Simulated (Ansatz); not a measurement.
Input and output for Cs (sc type): DFT, PBE, all-electron LAPW, scalar-relativistic (Ansatz 0.2.0). This run: sc relaxed under pressure.

The cell comes from a relaxation on PAW files under the same functional, begun from a prototype that needn't be the stable phase.

Command: `ansatz run input.yaml --threads 1 --pin off --max-ram 3584MiB --backend cpu --events-out ev --progress --plain --runs-dir out` It took 2.6 s on 1 thread of AMD EPYC 9R45 96-Core Processor (Zen 5), on a shared host, peak memory 0.28 GiB.

```yaml
crystal:
  lattice:
    - [4.7768068752, 0.0, 0.0]
    - [0.0, 4.7768068752, 0.0]
    - [0.0, 0.0, 4.7768068752]
  atoms:
    - { symbol: Cs, position: [0.0, 0.0, 0.0] }
kpoints:
  mp_grid: { grid: [8, 8, 8] }
scf:
  occupations: { method: fermi_dirac, width: 0.05 }
hamiltonian:
  xc: pbe
  pseudopotentials: { kind: all_electron, lapw: { basis_error: 0.0005 } }
output:
  forces: true
  stress: true
  eigenvalues: true
relax:
  f_tol: 0.005
  max_steps: 12
  cell: { p_target: 0.31, stress_tol: 0.03 }
```

Output:

```
The last accepted step is kept in <dir> (removed where the run ends without a failure and the disk answers)
LAPW: plane waves up to 4.281 Å⁻¹, error target 5.0e-4 eV per atom; small_component_spin mean_spin; Cs in spheres of 2.317 Å, 19 of its electrons in bands, Dirac shells [] (how accurate: hamiltonian.pseudopotentials.lapw.basis_error, Limitations)
Engine: ansatz 0.2.0
Pseudopotentials: kind: all_electron
Pseudopotential: Cs, LAPW, valence charge 19, lapw/all_electron/scalar/gaussian/Cs, Koelling and Harmon's equation, gaussian nucleus
Functional definition: PBE
  parameter kappa = 0.804
  parameter beta = 0.06672455060314922
  exchange = pbe_x(kappa = kappa, mu = beta*pi^2/3)
  correlation = pbe_c(beta = beta)
Crystal: 1 atoms, lattice volume = 108.997 Å³
Basis set: ecut = 69.8124326962578 eV, 147 PW (Γ), exchange–correlation at level 2
Bands: 14, of which v1, the nominal top of the filled ones, is band 10 counted from 1 (9 counted from 0)
Symmetry: 48 space group operations
Space group: Pm-3m (ITA 221), of the structure as read, at distance tolerance 4.8e-5 Å
k-points: 35 of 512
Non-local potential: Cs, projectors of the file, none
Initial density: superposition of atomic densities (chi_scale 0.1, normalization cell)
Initial wavefunctions: plane waves of lowest kinetic energy (no species holds an atomic orbital)
Functional: x = pbe(κ = 0.804, μ = 0.2195149727645171), c = pbe(β = 0.06672455060314922)
iter 1 solved again at ethr=5.33e-5 eV; its pass at ethr=1.00e-1 eV (dr2=1.01e-2 eV) is discarded
SCF iter   1: F=—  HF=-211885.447401 eV  |F-HF|=—  |Δ(HF+E_count)|=         —  Δρ=1.43e-3  dr2=1.01e-2  ethr=5.33e-5  ⟨swp⟩=4.1  Hψ=3374  notcnv=0
preconditioner: auto → Resta (q_TF=auto, 2.039 Å⁻¹)  ε∞=2.9  [insulator: Δε(μ)=0.156 eV  Ē_g=2.605 eV  σ=0.050 eV  W_gap=0.57  n_scr=18 (ndim 8)  ℏωp=3.6 eV  f_vac=0.121  D(μ)=1.02/eV (n_scr^D=0)  ε∞_Penn≈2.9]
SCF iter   2: F=—  HF=-211885.445503 eV  |F-HF|=—  |Δ(HF+E_count)|=   1.90e-3  Δρ=9.86e-4  dr2=5.03e-3  ethr=5.33e-5  ⟨swp⟩=2.0  Hψ=1608  notcnv=0
SCF iter   3: F=—  HF=-211885.445985 eV  |F-HF|=—  |Δ(HF+E_count)|=   4.81e-4  Δρ=4.21e-4  dr2=9.74e-4  ethr=2.65e-5  ⟨swp⟩=2.0  Hψ=1608  notcnv=0
iter 4 solved again at ethr=3.17e-7 eV; its pass at ethr=5.13e-6 eV (dr2=6.02e-5 eV) is discarded
SCF iter   4: F=—  HF=-211885.446093 eV  |F-HF|=—  |Δ(HF+E_count)|=   1.09e-4  Δρ=1.05e-4  dr2=6.05e-5  ethr=3.17e-7  ⟨swp⟩=2.0  Hψ=2587  notcnv=0
SCF iter   5: F=—  HF=-211885.446094 eV  |F-HF|=—  |Δ(HF+E_count)|=   3.76e-7  Δρ=2.09e-5  dr2=1.12e-6  ethr=3.17e-7  ⟨swp⟩=2.7  Hψ=1637  notcnv=0
SCF iter   6: F=-211885.446095 eV  HF=-211885.446095 eV  |F-HF|=1.44e-7  |Δ(HF+E_count)|=   1.52e-6  Δρ=6.25e-6  dr2=6.47e-8  ethr=5.90e-9  ⟨swp⟩=2.9  Hψ=1642  notcnv=0
SCF 1 converged in 6 iterations: F = -211885.446095 eV  dr2 = 6.47e-8
relax step   1: F+E_penalty+E_count = -211885.44609535 eV  Δ(F+E_penalty+E_count) = +0.000e0 eV  max|allowed force component| = 0.000e0 eV/Å  Δτ_max = 0.0000 Å  P = +0.340 GPa  Ω = 108.997 Å³  (6 SCF iters, accepted)
Crystal: 1 atoms, lattice volume = 109.128 Å³
Basis set: ecut = 69.75638033217383 eV, 147 PW (Γ), exchange–correlation at level 2
Initial density: handed on by an earlier stage of this run
Initial wavefunctions: those handed on with the density
iter 1 solved again at ethr=3.75e-10 eV; its pass at ethr=1.00e-1 eV (dr2=7.13e-8 eV) is discarded
SCF iter   1: F=—  HF=-211885.446374 eV  |F-HF|=—  |Δ(HF+E_count)|=         —  Δρ=4.91e-6  dr2=4.53e-8  ethr=3.75e-10  ⟨swp⟩=5.2  Hψ=2999  notcnv=0
preconditioner: auto → Resta (q_TF=auto, 2.039 Å⁻¹)  ε∞=2.9  [insulator: Δε(μ)=0.149 eV  Ē_g=2.588 eV  σ=0.050 eV  W_gap=0.55  n_scr=18 (ndim 8)  ℏωp=3.6 eV  f_vac=0.000  D(μ)=1.02/eV (n_scr^D=0)  ε∞_Penn≈2.9]
SCF iter   2: F=-211885.446373 eV  HF=-211885.446373 eV  |F-HF|=5.40e-8  |Δ(HF+E_count)|=   7.49e-7  Δρ=3.31e-6  dr2=2.16e-8  ethr=2.38e-10  ⟨swp⟩=2.8  Hψ=1641  notcnv=0
SCF 2 converged in 2 iterations: F = -211885.446373 eV  dr2 = 2.16e-8
relax step   2: F+E_penalty+E_count = -211885.44637290 eV  Δ(F+E_penalty+E_count) = -2.776e-4 eV  max|allowed force component| = 0.000e0 eV/Å  Δτ_max = 0.0000 Å  P = +0.337 GPa  Ω = 109.128 Å³  (2 SCF iters, accepted)
Crystal: 1 atoms, lattice volume = 110.236 Å³
Basis set: ecut = 69.28806601281886 eV, 147 PW (Γ), exchange–correlation at level 2
iter 1 solved again at ethr=7.32e-9 eV; its pass at ethr=1.00e-1 eV (dr2=1.39e-6 eV) is discarded
SCF iter   1: F=—  HF=-211885.448611 eV  |F-HF|=—  |Δ(HF+E_count)|=         —  Δρ=8.96e-6  dr2=4.16e-7  ethr=7.32e-9  ⟨swp⟩=5.7  Hψ=3096  notcnv=0
preconditioner: auto → Resta (q_TF=auto, 2.035 Å⁻¹)  ε∞=2.9  [insulator: Δε(μ)=0.156 eV  Ē_g=2.579 eV  σ=0.050 eV  W_gap=0.56  n_scr=18 (ndim 8)  ℏωp=3.5 eV  f_vac=0.000  D(μ)=1.01/eV (n_scr^D=0)  ε∞_Penn≈2.9]
SCF iter   2: F=—  HF=-211885.448610 eV  |F-HF|=—  |Δ(HF+E_count)|=   1.00e-6  Δρ=6.15e-6  dr2=1.99e-7  ethr=2.19e-9  ⟨swp⟩=2.0  Hψ=1608  notcnv=0
SCF iter   3: F=-211885.448610 eV  HF=-211885.448610 eV  |F-HF|=7.42e-9  |Δ(HF+E_count)|=   1.54e-8  Δρ=3.10e-6  dr2=5.20e-8  ethr=1.05e-9  ⟨swp⟩=2.0  Hψ=1608  notcnv=0
SCF 3 converged in 3 iterations: F = -211885.448610 eV  dr2 = 5.20e-8
relax step   3: F+E_penalty+E_count = -211885.44860996 eV  Δ(F+E_penalty+E_count) = -2.237e-3 eV  max|allowed force component| = 0.000e0 eV/Å  Δτ_max = 0.0000 Å  P = +0.310 GPa  Ω = 110.236 Å³  (3 SCF iters, accepted)
iter 1 solved again at ethr=2.35e-8 eV; its pass at ethr=1.00e-1 eV (dr2=4.47e-6 eV) is discarded
SCF iter   1: F=—  HF=-211885.448611 eV  |F-HF|=—  |Δ(HF+E_count)|=         —  Δρ=3.07e-6  dr2=4.88e-8  ethr=2.35e-8  ⟨swp⟩=6.6  Hψ=2972  notcnv=0
SCF iter   2: F=-211885.448610 eV  HF=-211885.448610 eV  |F-HF|=6.66e-9  |Δ(HF+E_count)|=   8.44e-7  Δρ=2.25e-6  dr2=2.65e-8  ethr=2.57e-10  ⟨swp⟩=2.8  Hψ=1635  notcnv=0
SCF 4 converged in 2 iterations: F = -211885.448610 eV  dr2 = 2.65e-8
relax step   4: F+E_penalty+E_count = -211885.44861006 eV  Δ(F+E_penalty+E_count) = -1.013e-7 eV  max|allowed force component| = 0.000e0 eV/Å  Δτ_max = 0.0000 Å  P = +0.310 GPa  Ω = 110.236 Å³  stress off target by 2.03e-4 GPa  SCF on the basis re-selected at this cell (its energy is not comparable with the rows above)  (2 SCF iters)
basis re-selected at this cell: Δ(F+E_penalty+E_count) = -1.013e-7 eV, ΔP = -0.000 GPa vs the last step (what re-selecting the basis moved, after the strain that the cell walked since its last selection, with what the two solves' SCF thresholds leave and, on support functions, any second-order correction that the steps lacked; it is no measure of the basis error at this ecutwfc). This SCF's stress stands 2.03e-4 GPa from its target on what of the cell is left free (relax.cell.stress_tol is 3.00e-2 GPa) and its largest allowed force component is 0.00e0 eV/Å (relax.f_tol is 5.00e-3 eV/Å): within both
SCF converged after 2 iterations
Free energy (F): -211885.448610 eV
Harris-Foulkes:  -211885.448610 eV  (|F-HF|=6.66e-9)
Internal energy: -211885.439717 eV  (E = F + TS)
E sigma→0 (E₀):  -211885.444163 eV
Entropy (-TS):   -0.008893 eV (-8.893 meV/atom)
Fermi energy:    3.581264 eV
--- Per-component energies (eV) ---
  E_band       = -760.075359
  E_kinetic    = 225251.493448
  E_xc         = -5239.899616
  E_electrostatic = -431897.033549  (all electrons and nuclei)
  E_smearing   = -0.008893  (= −TS)
  E_closure    = 0.000000  (closes the sum)
  E_atoms      = -211884.713165  (free atoms, spherical and without spin; not in F)
  Σ components = -211885.448610   (vs F -211885.448610, Δ=0.00e0)
  Basis errors (estimates in eV, not in F): energy 1.6e-4 per atom: plane waves 1.5e-4 (8.3e-5 summed), levels above the bands 4.3e-27, relativity 5.9e-9, radial functions 1.4e-5, core shells 1.5e-7; eigenvalues (radial functions only) 5.0e-7; not estimated: angular momenta, meshes, grids; target (lapw.basis_error) 5.0e-4; muffin-tin radii Cs 2.326 Å
--- Forces (eV/Å), atoms counted from 1 ---
  atom   1  Cs     0.00000000    -0.00000000    -0.00000000
  max |Σ_I F_I| component: 1.64e-32 eV/Å
--- Stress (GPa, compression-positive) ---
        0.310203      -0.000000      -0.000000
       -0.000000       0.310203       0.000000
       -0.000000       0.000000       0.310203
  P = ⅓ Tr σ = 0.3102 GPa (3.102 kbar)
--- Band table (eV; the first three rows and the last of 35) ---
  k-point 0: bands = ["-67.8851", "-67.8851", "-67.8849", "-67.8849", "-67.8849", "-20.4322", "-7.1352", "-7.1352", "-7.1352", "1.8576", "4.8815", "4.8815", "8.1390", "8.1390"]
  k-point 1: bands = ["-67.8851", "-67.8851", "-67.8849", "-67.8849", "-67.8849", "-20.4305", "-7.1725", "-7.1320", "-7.1320", "1.9996", "4.9372", "4.9405", "7.6509", "7.6509"]
  k-point 2: bands = ["-67.8851", "-67.8851", "-67.8849", "-67.8849", "-67.8849", "-20.4263", "-7.2604", "-7.1243", "-7.1243", "2.3909", "4.9186", "5.0856", "7.0663", "7.0663"]
  k-point 34: bands = ["-67.8850", "-67.8850", "-67.8849", "-67.8849", "-67.8849", "-20.3978", "-7.3152", "-7.3152", "-7.3152", "4.5861", "4.5861", "4.5861", "6.5697", "7.8939"]
--- Relaxed structure (3 steps of the walk, 3 accepted, 1 SCFs on fresh bases) ---
  F+E_penalty+E_count = -211885.44861006 eV   max|allowed force component| = 0.000e0 eV/Å   (the final SCF, on the basis selected at the relaxed cell)
  cell:  # Å, volume = 110.2363 Å³
    - [4.794848057041605, -2.596996159384663e-33, -5.015442563508426e-34]
    - [-2.5729220350798226e-33, 4.794848057041605, 0.0]
    - [-5.055566104016494e-34, 0.0, 4.794848057041605]
  atoms:
    - { symbol: Cs, position: [0.0, 0.0, 0.0] }
```

Next run (simple hexagonal relaxed under pressure), as changes to the input before:

```diff
   lattice:
-    - [4.7768068752, 0.0, 0.0]
-    - [0.0, 4.7768068752, 0.0]
-    - [0.0, 0.0, 4.7768068752]
+    - [5.0837350941, 0.0, 0.0]
+    - [-2.5418675471, 4.4026437376, 0.0]
+    - [0.0, 0.0, 4.7589067167]
   atoms:
 kpoints:
-  mp_grid: { grid: [8, 8, 8] }
+  mp_grid: { grid: [9, 9, 8] }
 scf:
```

Results part of the output:

```
basis re-selected at this cell: Δ(F+E_penalty+E_count) = -2.590e-9 eV, ΔP = +0.000 GPa vs the last step (what re-selecting the basis moved, after the strain that the cell walked since its last selection, with what the two solves' SCF thresholds leave and, on support functions, any second-order correction that the steps lacked; it is no measure of the basis error at this ecutwfc). This SCF's stress stands 9.73e-4 GPa from its target on what of the cell is left free (relax.cell.stress_tol is 3.00e-2 GPa) and its largest allowed force component is 0.00e0 eV/Å (relax.f_tol is 5.00e-3 eV/Å): within both
SCF converged after 2 iterations
Free energy (F): -211885.491732 eV
Harris-Foulkes:  -211885.491732 eV  (|F-HF|=1.85e-8)
Internal energy: -211885.481805 eV  (E = F + TS)
E sigma→0 (E₀):  -211885.486769 eV
Entropy (-TS):   -0.009927 eV (-9.927 meV/atom)
Fermi energy:    3.778758 eV
--- Per-component energies (eV) ---
  E_band       = -754.930327
  E_kinetic    = 225251.505039
  E_xc         = -5239.942358
  E_electrostatic = -431897.044486  (all electrons and nuclei)
  E_smearing   = -0.009927  (= −TS)
  E_closure    = 0.000000  (closes the sum)
  E_atoms      = -211884.713165  (free atoms, spherical and without spin; not in F)
  Σ components = -211885.491732   (vs F -211885.491732, Δ=0.00e0)
  Basis errors (estimates in eV, not in F): energy 1.5e-4 per atom: plane waves 1.4e-4 (8.1e-5 summed), levels above the bands 3.0e-29, relativity 5.2e-9, radial functions 9.2e-6, core shells 1.9e-7; eigenvalues (radial functions only) 5.7e-7; not estimated: angular momenta, meshes, grids; target (lapw.basis_error) 5.0e-4; muffin-tin radii Cs 2.308 Å
--- Forces (eV/Å), atoms counted from 1 ---
  atom   1  Cs     0.00000000     0.00000000     0.00000000
  max |Σ_I F_I| component: 6.57e-32 eV/Å
--- Stress (GPa, compression-positive) ---
        0.310973       0.000000      -0.000000
        0.000000       0.310973      -0.000000
       -0.000000      -0.000000       0.310074
  P = ⅓ Tr σ = 0.3107 GPa (3.107 kbar)
--- Band table (eV; the first three rows and the last of 60) ---
  k-point 0: bands = ["-67.6097", "-67.6092", "-67.6092", "-67.6080", "-67.6080", "-20.1526", "-6.8677", "-6.8677", "-6.8577", "2.0065", "5.1418", "6.2234", "6.2234", "8.4821"]
  k-point 1: bands = ["-67.6097", "-67.6092", "-67.6092", "-67.6080", "-67.6080", "-20.1507", "-6.8976", "-6.8643", "-6.8643", "2.1500", "5.1917", "6.2767", "6.2767", "8.1041"]
  k-point 2: bands = ["-67.6097", "-67.6092", "-67.6092", "-67.6080", "-67.6080", "-20.1462", "-6.9914", "-6.8560", "-6.8560", "2.5453", "5.1389", "6.4179", "6.4179", "7.5251"]
  k-point 59: bands = ["-67.6097", "-67.6092", "-67.6092", "-67.6080", "-67.6080", "-20.1277", "-7.0757", "-6.9821", "-6.9821", "4.6489", "4.6489", "5.7647", "5.7647", "7.3793"]
--- Relaxed structure (1 steps of the walk, 1 accepted, 1 SCFs on fresh bases) ---
  F+E_penalty+E_count = -211885.49173247 eV   max|allowed force component| = 0.000e0 eV/Å   (the final SCF, on the basis selected at the relaxed cell)
  cell:  # Å, volume = 106.5133 Å³
    - [5.08373509409938, 2.88674283824338e-11, 0.0]
    - [-2.54186754707469, 4.402643737586103, 0.0]
    - [0.0, 0.0, 4.7589067167]
  atoms:
    - { symbol: Cs, position: [0.0, 0.0, 0.0] }
```

Spin–orbit coupling is left out, which matters for the heavy atoms.
